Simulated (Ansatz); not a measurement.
# MoP (P-6m2) in Ansatz: a series of runs

Aim: see how the results for MoP move with the level of theory and the settings. Levels: revPBE+D3(BJ), LDA, PBEsol+D4. Tasks: relaxation of cell and atoms.

All numbers are computed with Ansatz 0.2.0; they aren't measurements. Logs are shortened: lines on timing, memory, paths and dates and some standing lists are left out, and cuts for length are marked.

### 1 The crystal as given

The structure is hexagonal, space group P-6m2 (No. 187). Conventional cell: a = 3.223 Å, b = 3.223 Å, c = 3.191 Å, α = 90.00°, β = 90.00°, γ = 120.00°. Mo (site symmetry -6m2) is surrounded by 6 P at 2.45 Å. P (site symmetry -6m2) is surrounded by 6 Mo at 2.45 Å.

### 2 Relaxation of cell and atoms, revPBE+D3(BJ)

The input, input.yaml:

```yaml
crystal:
  lattice:
    - [3.223, 0.0, 0.0]
    - [-1.6115, 2.7911998764, 0.0]
    - [0.0, 0.0, 3.191]
  atoms:
    - { symbol: Mo, position: [0.0, 0.0, 0.0] }
    - { symbol: P, position: [0.3333333333, 0.6666666667, 0.5] }
kpoints:
  mp_grid: { grid: [10, 10, 8] }
scf:
  occupations: { method: fermi_dirac, width: 0.05 }
hamiltonian:
  xc: revpbe
  dispersion: d3bj
  pseudopotentials: { kind: all_electron, lapw: { basis_error: 0.001 } }
output:
  forces: true
  stress: true
relax:
  f_tol: 0.005
  max_steps: 60
  cell: {}
```

Potentials or basis: all-electron LAPW, scalar-relativistic.

Command:

```bash
$ ansatz run input.yaml --threads 1 --pin off --max-ram 3072MiB --backend cpu --events-out ev --progress --plain --runs-dir out
```

Standard output:

```text
Warning: RAYON_NUM_THREADS=1 ignored (pool sized by the plan → 1); use --threads N
The last accepted step is kept in <dir> (removed where the run ends without a failure and the disk answers)
LAPW: plane waves up to 8.468 Å⁻¹, error target 1.0e-3 eV per atom; small_component_spin mean_spin; P in spheres of 1.066 Å, 13 of its electrons in bands, Dirac shells []; Mo in spheres of 1.312 Å, 30 of its electrons in bands, Dirac shells [] (how accurate: hamiltonian.pseudopotentials.lapw.basis_error, Limitations)
Engine: ansatz 0.2.0, aarch64-unknown-linux-gnu
Pseudopotentials: kind: all_electron
Pseudopotential: Mo, LAPW, valence charge 30, lapw/all_electron/scalar/gaussian/Mo, Koelling and Harmon's equation, gaussian nucleus
Pseudopotential: P, LAPW, valence charge 13, lapw/all_electron/scalar/gaussian/P, Koelling and Harmon's equation, gaussian nucleus
Functional definition: revPBE
  parameter kappa = 1.245
  parameter beta = 0.06672455060314922
  exchange = pbe_x(kappa = kappa, mu = beta*pi^2/3)
  correlation = pbe_c(beta = beta)
Crystal: 2 atoms, lattice volume = 28.706 Å³
Basis set: ecut = 273.21319797672896 eV, 315 PW (Γ), exchange–correlation at level 2
Bands: 26, of which v1, the nominal top of the filled ones, is band 22 counted from 1 (21 counted from 0)
Symmetry: 12 space group operations
Space group: P-6m2 (ITA 187), of the structure as read, at distance tolerance 3.1e-5 Å
k-points: 70 of 800 (time reversal used)
Non-local potential: Mo, projectors of the file, none
Non-local potential: P, projectors of the file, none
Initial density: superposition of atomic densities (chi_scale 0.1, normalization cell, long waves kept (reshape's long-wave potential 0.00 eV rms))
Initial wavefunctions: plane waves of lowest kinetic energy (no species holds an atomic orbital)
Functional: x = revpbe(κ = 1.245, μ = 0.2195149727645171), c = pbe(β = 0.06672455060314922)
iter 1 solved again at ethr=4.26e-3 eV; its pass at ethr=1.00e-1 eV (dr2=1.83e0 eV) is discarded
SCF iter   1: F=—  HF=-119498.817221 eV  |F-HF|=—  |Δ(HF+E_count)|=         —  Δρ=6.96e-2  dr2=1.84e0  ethr=4.26e-3  ⟨swp⟩=2.0  Hψ=11615  notcnv=0
preconditioner: auto → none  [metal: Δε(μ)=0.041 eV  Ē_g=9.265 eV  σ=0.050 eV  W_gap=0.20  n_scr=8 (ndim 8)  ℏωp=23.0 eV  f_vac=0.000  D(μ)=0.64/eV (n_scr^D=2)  sad-step TF]
iter 2 solved again at ethr=1.48e-4 eV; its pass at ethr=4.26e-3 eV (dr2=6.38e-2 eV) is discarded
SCF iter   2: F=—  HF=-119497.903707 eV  |F-HF|=—  |Δ(HF+E_count)|=   9.14e-1  Δρ=1.84e-2  dr2=6.39e-2  ethr=1.48e-4  ⟨swp⟩=2.0  Hψ=9383  notcnv=0
SCF iter   3: F=—  HF=-119497.871575 eV  |F-HF|=—  |Δ(HF+E_count)|=         —  Δρ=1.13e-2  dr2=2.26e-2  ethr=1.48e-4  ⟨swp⟩=2.0  Hψ=5584  notcnv=0
the basis was enlarged: its passes take 249.6 KiB over the memory plan, 1 of 1 planned eigensolver slots
SCF iter   4: F=—  HF=-119497.873089 eV  |F-HF|=—  |Δ(HF+E_count)|=   1.51e-3  Δρ=8.70e-4  dr2=1.41e-4  ethr=5.26e-5  ⟨swp⟩=2.1  Hψ=5315  notcnv=0
SCF iter   5: F=—  HF=-119497.872962 eV  |F-HF|=—  |Δ(HF+E_count)|=   1.27e-4  Δρ=2.33e-4  dr2=1.18e-5  ethr=3.29e-7  ⟨swp⟩=2.8  Hψ=5393  notcnv=0
SCF iter   6: F=—  HF=-119497.872961 eV  |F-HF|=—  |Δ(HF+E_count)|=   7.56e-7  Δρ=5.62e-5  dr2=1.08e-6  ethr=2.75e-8  ⟨swp⟩=2.0  Hψ=5289  notcnv=0
SCF iter   7: F=-119497.872961 eV  HF=-119497.872961 eV  |F-HF|=3.06e-8  |Δ(HF+E_count)|=   2.53e-7  Δρ=6.56e-6  dr2=1.94e-8  ethr=2.52e-9  ⟨swp⟩=2.0  Hψ=5290  notcnv=0
SCF 1 converged in 7 iterations: F = -119497.872961 eV  dr2 = 1.94e-8
relax step   1: F+E_penalty+E_count = -119497.87296083 eV  Δ(F+E_penalty+E_count) = +0.000e0 eV  max|allowed force component| = 7.517e-18 eV/Å  Δτ_max = 0.0000 Å  P = -9.255 GPa  Ω = 28.706 Å³  (7 SCF iters, accepted)
Crystal: 2 atoms, lattice volume = 27.129 Å³
Basis set: ecut = 283.70612961347325 eV, 315 PW (Γ), exchange–correlation at level 2
Initial density: handed on by an earlier stage of this run
Initial wavefunctions: those handed on with the density
iter 1 solved again at ethr=9.42e-6 eV; its pass at ethr=1.00e-1 eV (dr2=4.05e-3 eV) is discarded
SCF iter   1: F=—  HF=-119497.901392 eV  |F-HF|=—  |Δ(HF+E_count)|=         —  Δρ=3.00e-3  dr2=3.94e-3  ethr=9.42e-6  ⟨swp⟩=3.7  Hψ=10183  notcnv=0
preconditioner: auto → none  [metal: Δε(μ)=0.098 eV  Ē_g=9.219 eV  σ=0.050 eV  W_gap=0.41  n_scr=8 (ndim 8)  ℏωp=23.6 eV  f_vac=0.000  D(μ)=0.47/eV (n_scr^D=0)]
SCF iter   2: F=—  HF=-119497.900135 eV  |F-HF|=—  |Δ(HF+E_count)|=   1.26e-3  Δρ=2.68e-3  dr2=2.96e-3  ethr=9.16e-6  ⟨swp⟩=3.0  Hψ=5549  notcnv=0
iter 3 solved again at ethr=2.33e-7 eV; its pass at ethr=6.88e-6 eV (dr2=1.00e-4 eV) is discarded
SCF iter   3: F=—  HF=-119497.899089 eV  |F-HF|=—  |Δ(HF+E_count)|=   1.05e-3  Δρ=6.76e-4  dr2=1.00e-4  ethr=2.33e-7  ⟨swp⟩=2.0  Hψ=9001  notcnv=0
SCF iter   4: F=—  HF=-119497.899070 eV  |F-HF|=—  |Δ(HF+E_count)|=   1.91e-5  Δρ=1.66e-4  dr2=4.59e-6  ethr=2.33e-7  ⟨swp⟩=3.0  Hψ=5382  notcnv=0
SCF iter   5: F=-119497.899072 eV  HF=-119497.899072 eV  |F-HF|=5.98e-8  |Δ(HF+E_count)|=   2.69e-6  Δρ=2.02e-5  dr2=6.50e-8  ethr=1.07e-8  ⟨swp⟩=2.7  Hψ=5307  notcnv=0
SCF 2 converged in 5 iterations: F = -119497.899072 eV  dr2 = 6.50e-8
relax step   2: F+E_penalty+E_count = -119497.89907233 eV  Δ(F+E_penalty+E_count) = -2.611e-2 eV  max|allowed force component| = 3.007e-17 eV/Å  Δτ_max = 0.0000 Å  P = +3.098 GPa  Ω = 27.129 Å³  (5 SCF iters, accepted)
Crystal: 2 atoms, lattice volume = 27.562 Å³
Basis set: ecut = 280.72687655992985 eV, 315 PW (Γ), exchange–correlation at level 2
iter 1 solved again at ethr=4.28e-6 eV; its pass at ethr=1.00e-1 eV (dr2=1.84e-3 eV) is discarded
SCF iter   1: F=—  HF=-119497.908519 eV  |F-HF|=—  |Δ(HF+E_count)|=         —  Δρ=2.00e-3  dr2=1.78e-3  ethr=4.28e-6  ⟨swp⟩=3.8  Hψ=10234  notcnv=0
preconditioner: auto → none  [metal: Δε(μ)=0.048 eV  Ē_g=9.144 eV  σ=0.050 eV  W_gap=0.23  n_scr=8 (ndim 8)  ℏωp=23.5 eV  f_vac=0.000  D(μ)=0.46/eV (n_scr^D=0)]
SCF iter   2: F=—  HF=-119497.907972 eV  |F-HF|=—  |Δ(HF+E_count)|=   5.47e-4  Δρ=1.11e-3  dr2=4.55e-4  ethr=4.14e-6  ⟨swp⟩=3.0  Hψ=5430  notcnv=0
SCF iter   3: F=—  HF=-119497.907824 eV  |F-HF|=—  |Δ(HF+E_count)|=   1.48e-4  Δρ=4.08e-4  dr2=4.92e-5  ethr=1.06e-6  ⟨swp⟩=2.0  Hψ=5252  notcnv=0
iter 4 solved again at ethr=1.08e-8 eV; its pass at ethr=1.14e-7 eV (dr2=4.64e-6 eV) is discarded
SCF iter   4: F=—  HF=-119497.907809 eV  |F-HF|=—  |Δ(HF+E_count)|=   1.49e-5  Δρ=1.55e-4  dr2=4.62e-6  ethr=1.08e-8  ⟨swp⟩=2.0  Hψ=9013  notcnv=0
SCF iter   5: F=—  HF=-119497.907809 eV  |F-HF|=—  |Δ(HF+E_count)|=   2.69e-7  Δρ=2.90e-5  dr2=1.24e-7  ethr=1.07e-8  ⟨swp⟩=2.5  Hψ=5303  notcnv=0
SCF iter   6: F=-119497.907809 eV  HF=-119497.907809 eV  |F-HF|=3.78e-10  |Δ(HF+E_count)|=   6.30e-8  Δρ=2.78e-6  dr2=1.08e-9  ethr=2.87e-10  ⟨swp⟩=2.9  Hψ=5391  notcnv=0
SCF 3 converged in 6 iterations: F = -119497.907809 eV  dr2 = 1.08e-9
relax step   3: F+E_penalty+E_count = -119497.90780930 eV  Δ(F+E_penalty+E_count) = -8.737e-3 eV  max|allowed force component| = 5.551e-17 eV/Å  Δτ_max = 0.0000 Å  P = -0.142 GPa  Ω = 27.562 Å³  (6 SCF iters, accepted)
Crystal: 2 atoms, lattice volume = 27.538 Å³
Basis set: ecut = 280.88923620678923 eV, 315 PW (Γ), exchange–correlation at level 2
iter 1 solved again at ethr=1.98e-8 eV; its pass at ethr=1.00e-1 eV (dr2=8.49e-6 eV) is discarded
SCF iter   1: F=—  HF=-119497.907889 eV  |F-HF|=—  |Δ(HF+E_count)|=         —  Δρ=1.89e-4  dr2=1.58e-5  ethr=1.98e-8  ⟨swp⟩=4.9  Hψ=10399  notcnv=0
preconditioner: auto → none  [metal: Δε(μ)=0.057 eV  Ē_g=9.143 eV  σ=0.050 eV  W_gap=0.27  n_scr=8 (ndim 8)  ℏωp=23.5 eV  f_vac=0.000  D(μ)=0.46/eV (n_scr^D=0)]
SCF iter   2: F=—  HF=-119497.907883 eV  |F-HF|=—  |Δ(HF+E_count)|=   5.21e-6  Δρ=8.48e-5  dr2=2.45e-6  ethr=1.98e-8  ⟨swp⟩=3.0  Hψ=5622  notcnv=0
SCF iter   3: F=—  HF=-119497.907883 eV  |F-HF|=—  |Δ(HF+E_count)|=   6.33e-7  Δρ=3.89e-5  dr2=5.43e-7  ethr=5.69e-9  ⟨swp⟩=2.0  Hψ=5251  notcnv=0
SCF iter   4: F=-119497.907883 eV  HF=-119497.907883 eV  |F-HF|=6.86e-8  |Δ(HF+E_count)|=   1.91e-7  Δρ=1.65e-5  dr2=7.67e-8  ethr=1.26e-9  ⟨swp⟩=2.0  Hψ=5251  notcnv=0
SCF 4 converged in 4 iterations: F = -119497.907883 eV  dr2 = 7.67e-8
relax step   4: F+E_penalty+E_count = -119497.90788250 eV  Δ(F+E_penalty+E_count) = -7.320e-5 eV  max|allowed force component| = 7.401e-17 eV/Å  Δτ_max = 0.0000 Å  P = -0.007 GPa  Ω = 27.538 Å³  (4 SCF iters, accepted)
iter 1 solved again at ethr=1.55e-10 eV; its pass at ethr=1.00e-1 eV (dr2=6.68e-8 eV) is discarded
SCF iter   1: F=—  HF=-119497.907885 eV  |F-HF|=—  |Δ(HF+E_count)|=         —  Δρ=1.65e-5  dr2=7.65e-8  ethr=1.55e-10  ⟨swp⟩=5.1  Hψ=11666  notcnv=0  reapply=18
preconditioner: auto → none  [metal: Δε(μ)=0.055 eV  Ē_g=9.143 eV  σ=0.050 eV  W_gap=0.26  n_scr=8 (ndim 8)  ℏωp=23.5 eV  f_vac=0.000  D(μ)=0.46/eV (n_scr^D=0)]
SCF iter   2: F=-119497.907885 eV  HF=-119497.907885 eV  |F-HF|=4.28e-8  |Δ(HF+E_count)|=   2.71e-8  Δρ=1.12e-5  dr2=4.02e-8  ethr=1.55e-10  ⟨swp⟩=3.0  Hψ=5515  notcnv=0
SCF 5 converged in 2 iterations: F = -119497.907885 eV  dr2 = 4.02e-8
relax step   5: F+E_penalty+E_count = -119497.90788458 eV  Δ(F+E_penalty+E_count) = -2.078e-6 eV  max|allowed force component| = 7.401e-17 eV/Å  Δτ_max = 0.0000 Å  P = -0.007 GPa  Ω = 27.538 Å³  stress off target by 1.05e-2 GPa  SCF on the basis re-selected at this cell (its energy is not comparable with the rows above)  (2 SCF iters)
basis re-selected at this cell: Δ(F+E_penalty+E_count) = -2.078e-6 eV, ΔP = -0.000 GPa vs the last step (what re-selecting the basis moved, after the strain that the cell walked since its last selection, with what the two solves' SCF thresholds leave and, on support functions, any second-order correction that the steps lacked; it is no measure of the basis error at this ecutwfc). This SCF's stress stands 1.05e-2 GPa from its target on what of the cell is left free (relax.cell.stress_tol is 5.00e-2 GPa) and its largest allowed force component is 7.40e-17 eV/Å (relax.f_tol is 5.00e-3 eV/Å): within both
SCF converged after 2 iterations
Free energy (F): -119497.907885 eV
Harris-Foulkes:  -119497.907885 eV  (|F-HF|=4.28e-8)
Internal energy: -119497.903938 eV  (E = F + TS)
E sigma→0 (E₀):  -119497.905911 eV
Entropy (-TS):   -0.003946 eV (-1.973 meV/atom)
Fermi energy:    20.225846 eV
--- Per-component energies (eV) ---
  E_band       = -5009.390822
  E_kinetic    = 123536.076973
  E_xc         = -4014.297554
  E_electrostatic = -239017.157798  (all electrons and nuclei)
  E_disp       = -2.525560  (pairwise vdW)
  E_smearing   = -0.003946  (= −TS)
  E_closure    = 0.000000  (closes the sum)
  E_atoms      = -119478.612310  (free atoms, spherical and without spin; not in F)
  Σ components = -119497.907885   (vs F -119497.907885, Δ=0.00e0)
  Basis errors (estimates in eV, not in F): energy 4.0e-4 per atom: plane waves 3.6e-4 (2.0e-4 summed), levels above the bands 1.1e-50, relativity 2.5e-8, radial functions 4.2e-5, core shells 7.6e-7; eigenvalues (radial functions only) 7.3e-7; not estimated: angular momenta, meshes, grids; target (lapw.basis_error) 1.0e-3; muffin-tin radii P 1.051 Å, Mo 1.294 Å
--- Forces (eV/Å), atoms counted from 1 ---
  atom   1  Mo    -0.00000000     0.00000000     0.00000000
  atom   2  P      0.00000000     0.00000000     0.00000000
  max |Σ_I F_I| component: 1.48e-16 eV/Å
--- Stress (GPa, compression-positive) ---
       -0.010523      -0.000000       0.000000
       -0.000000      -0.010523       0.000000
        0.000000       0.000000       0.001075
  P = ⅓ Tr σ = -0.0067 GPa (-0.067 kbar)
--- Relaxed structure (4 steps of the walk, 4 accepted, 1 SCFs on fresh bases) ---
  F+E_penalty+E_count = -119497.90788458 eV   max|allowed force component| = 7.401e-17 eV/Å   (the final SCF, on the basis selected at the relaxed cell)
  cell:  # Å, volume = 27.5377 Å³
    - [3.1709325659772407, 0.0, 0.0]
    - [-1.5854662829886204, 2.746108155823666, 0.0]
    - [0.0, 0.0, 3.1624470961919835]
  atoms:
    - { symbol: Mo, position: [0.0, -3.700743415524894e-17, 0.0] }
    - { symbol: P, position: [0.3333333333333333, 0.6666666666666666, 0.5] }
```

Run time: 71 s. Hardware: 1 thread of Arm Neoverse V2, shared host; peak memory 0.33 GiB.

Results:

```
Free energy                            : -119497.9079 eV
Relaxed volume                         : 13.77 Å³/atom
Relaxed cell                           : a = 3.171 Å, b = 3.171 Å, c = 3.162 Å, α = 90.00°, β = 90.00°, γ = 120.00°
Space group after relaxing (to 0.05 Å) : P-6m2 (No. 187)
Energy gained by relaxing              : 17.5 meV/atom
Ionic steps                            : 5
Pressure after relaxing                : 0.0 GPa
```

Step by step:
```csv
step,energy change (eV),largest force (eV/Å),volume (Å³)
1,0.0000,0.0000,28.71
2,-0.0261,0.0000,27.13
3,-0.0348,0.0000,27.56
4,-0.0349,0.0000,27.54
5,-0.0349,0.0000,27.54
```

Final structure:
```yaml
crystal:
  lattice:
    - [3.17093, 0.00000, 0.00000]
    - [-1.58547, 2.74611, 0.00000]
    - [0.00000, 0.00000, 3.16245]
  atoms:
    - { symbol: Mo, position: [0.00000, 0.00000, 0.00000] }
    - { symbol: P, position: [0.33333, 0.66667, 0.50000] }
```

### 3 Relaxation of cell and atoms, LDA

Edit input.yaml of step 2 so:

```diff
@@ -13,4 +13,3 @@
 hamiltonian:
-  xc: revpbe
-  dispersion: d3bj
+  xc: lda
   pseudopotentials: { kind: all_electron, lapw: { basis_error: 0.001 } }
```

Potentials or basis: all-electron LAPW, scalar-relativistic.

Command:

```bash
$ ansatz run input.yaml --threads 1 --pin off --max-ram 3072MiB --backend cpu --events-out ev --progress --plain --runs-dir out
```

Standard output:

```text
Warning: RAYON_NUM_THREADS=1 ignored (pool sized by the plan → 1); use --threads N
[... 1 set-up line as earlier in the session ...]
LAPW: plane waves up to 8.464 Å⁻¹, error target 1.0e-3 eV per atom; small_component_spin mean_spin; P in spheres of 1.068 Å, 13 of its electrons in bands, Dirac shells []; Mo in spheres of 1.310 Å, 30 of its electrons in bands, Dirac shells [] (how accurate: hamiltonian.pseudopotentials.lapw.basis_error, Limitations)
[... 4 set-up lines as earlier in the session ...]
Functional definition: SPW92
  exchange = slater_x
  correlation = pw_c
Crystal: 2 atoms, lattice volume = 28.706 Å³
Basis set: ecut = 272.9356570285536 eV, 315 PW (Γ), exchange–correlation at level 2
Bands: 26, of which v1, the nominal top of the filled ones, is band 22 counted from 1 (21 counted from 0)
[... 2 set-up lines as earlier in the session ...]
k-points: 70 of 800 (time reversal used)
[... 2 set-up lines as earlier in the session ...]
[... 68 lines left out ...]
basis re-selected at this cell: Δ(F+E_penalty+E_count) = -1.818e-6 eV, ΔP = +0.000 GPa vs the last step (what re-selecting the basis moved, after the strain that the cell walked since its last selection, with what the two solves' SCF thresholds leave and, on support functions, any second-order correction that the steps lacked; it is no measure of the basis error at this ecutwfc). This SCF's stress stands 1.28e-3 GPa from its target on what of the cell is left free (relax.cell.stress_tol is 5.00e-2 GPa) and its largest allowed force component is 8.33e-17 eV/Å (relax.f_tol is 5.00e-3 eV/Å): within both
SCF converged after 2 iterations
Free energy (F): -119345.730364 eV
Harris-Foulkes:  -119345.730364 eV  (|F-HF|=7.86e-10)
Internal energy: -119345.726496 eV  (E = F + TS)
E sigma→0 (E₀):  -119345.728430 eV
Entropy (-TS):   -0.003869 eV (-1.934 meV/atom)
Fermi energy:    19.651763 eV
--- Per-component energies (eV) ---
  E_band       = -5025.654999
  E_kinetic    = 123332.957852
  E_xc         = -3861.295511
  E_electrostatic = -238817.388837  (all electrons and nuclei)
  E_smearing   = -0.003869  (= −TS)
  E_closure    = 0.000000  (closes the sum)
  E_atoms      = -119325.961519  (free atoms, spherical and without spin; not in F)
  Σ components = -119345.730364   (vs F -119345.730364, Δ=0.00e0)
  Basis errors (estimates in eV, not in F): energy 3.9e-4 per atom: plane waves 3.5e-4 (2.0e-4 summed), levels above the bands 5.2e-50, relativity 7.4e-9, radial functions 4.1e-5, core shells 7.5e-7; eigenvalues (radial functions only) 7.2e-7; not estimated: angular momenta, meshes, grids; target (lapw.basis_error) 1.0e-3; muffin-tin radii P 1.057 Å, Mo 1.296 Å
--- Forces (eV/Å), atoms counted from 1 ---
  atom   1  Mo     0.00000000     0.00000000     0.00000000
  atom   2  P      0.00000000    -0.00000000     0.00000000
  max |Σ_I F_I| component: 1.30e-16 eV/Å
--- Stress (GPa, compression-positive) ---
       -0.000322       0.000000       0.000000
       -0.000000      -0.000322       0.000000
        0.000000       0.000000      -0.001281
  P = ⅓ Tr σ = -0.0006 GPa (-0.006 kbar)
--- Relaxed structure (5 steps of the walk, 5 accepted, 1 SCFs on fresh bases) ---
  F+E_penalty+E_count = -119345.73036430 eV   max|allowed force component| = 8.327e-17 eV/Å   (the final SCF, on the basis selected at the relaxed cell)
  cell:  # Å, volume = 27.8385 Å³
    - [3.1914671077031347, 0.0, 0.0]
    - [-1.5957335538515673, 2.763891590613362, 0.0]
    - [0.0, 0.0, 3.155976499128464]
  atoms:
    - { symbol: Mo, position: [3.0814879110195774e-33, -3.700743415524894e-17, 0.0] }
    - { symbol: P, position: [0.3333333333333333, 0.6666666666666666, 0.5] }
```

Run time: 78 s. Hardware: 1 thread of Arm Neoverse V2, shared host; peak memory 0.33 GiB.

Results:

```yaml
Free_energy: -119345.7304 eV
Relaxed_volume: 13.92 Å³/atom
Relaxed_cell: a = 3.191 Å, b = 3.191 Å, c = 3.156 Å, α = 90.00°, β = 90.00°, γ = 120.00°
Space_group_after_relaxing_to_0.05_Å: P-6m2 (No. 187)
Energy_gained_by_relaxing: 10.2 meV/atom
Ionic_steps: 6
Pressure_after_relaxing: 0.0 GPa
```

Step by step:
```
step  energy change (eV)  largest force (eV/Å)  volume (Å³)
   1              0.0000                0.0000        28.71
   2             -0.0184                0.0000        27.58
   3             -0.0201                0.0000        27.86
   4             -0.0204                0.0000        27.84
   5             -0.0204                0.0000        27.84
   6             -0.0204                0.0000        27.84
```

Final structure:
```
Mo P
1.0
     3.19147    0.00000    0.00000
    -1.59573    2.76389    0.00000
     0.00000    0.00000    3.15598
Mo P
1 1
Direct
  0.00000 0.00000 0.00000
  0.33333 0.66667 0.50000
```

LDA usually gives volumes a few per cent too small. Zero-point motion and thermal expansion aren't in these numbers.

### 4 Relaxation of cell and atoms, PBEsol+D4

Edit input.yaml of step 3 so:

```diff
@@ -13,3 +13,4 @@
 hamiltonian:
-  xc: lda
+  xc: pbesol
+  dispersion: d4
   pseudopotentials: { kind: all_electron, lapw: { basis_error: 0.001 } }
@@ -19,3 +20,3 @@
 relax:
-  f_tol: 0.005
+  f_tol: 0.01
   max_steps: 60
```

Command:

```bash
$ ansatz run input.yaml --threads 1 --pin off --max-ram 3072MiB --backend cpu --events-out ev --progress --plain --runs-dir out
```

Wall time 71 s (1 thread of Arm Neoverse V2, shared host); peak memory 0.33 GiB.

The run converged. Its results:

```
Free energy                            : -119414.8913 eV
Relaxed volume                         : 13.91 Å³/atom
Relaxed cell                           : a = 3.188 Å, b = 3.188 Å, c = 3.163 Å, α = 90.00°, β = 90.00°, γ = 120.00°
Space group after relaxing (to 0.05 Å) : P-6m2 (No. 187)
Energy gained by relaxing              : 10.1 meV/atom
Ionic steps                            : 5
Pressure after relaxing                : 0.0 GPa
```

Step by step:
```
step  energy change (eV)  largest force (eV/Å)  volume (Å³)
   1              0.0000                0.0000        28.71
   2             -0.0170                0.0000        27.53
   3             -0.0201                0.0000        27.84
   4             -0.0203                0.0000        27.83
   5             -0.0203                0.0000        27.83
```

Final structure:
```
Mo P
1.0
     3.18752    0.00000    0.00000
    -1.59376    2.76047    0.00000
     0.00000    0.00000    3.16265
Mo P
1 1
Cartesian
  0.0000 0.0000 0.0000
  0.0000 1.8403 1.5813
```

### 5 Summary

```tsv
level	pressure (GPa)	relaxed volume (Å³/atom)
revPBE+D3(BJ)	0.0	13.77
LDA	0.0	13.92
PBEsol+D4	0.0	13.91
```

Alike in all rows: task relaxation of cell and atoms; potentials or basis all-electron LAPW, scalar-relativistic; no spin polarisation; cell relaxed; k mesh 10 × 10 × 8; smearing fermi-dirac 0.05 eV; basis error allowed 0.001 eV/atom.

Compare energies only between runs with the same functional and basis.
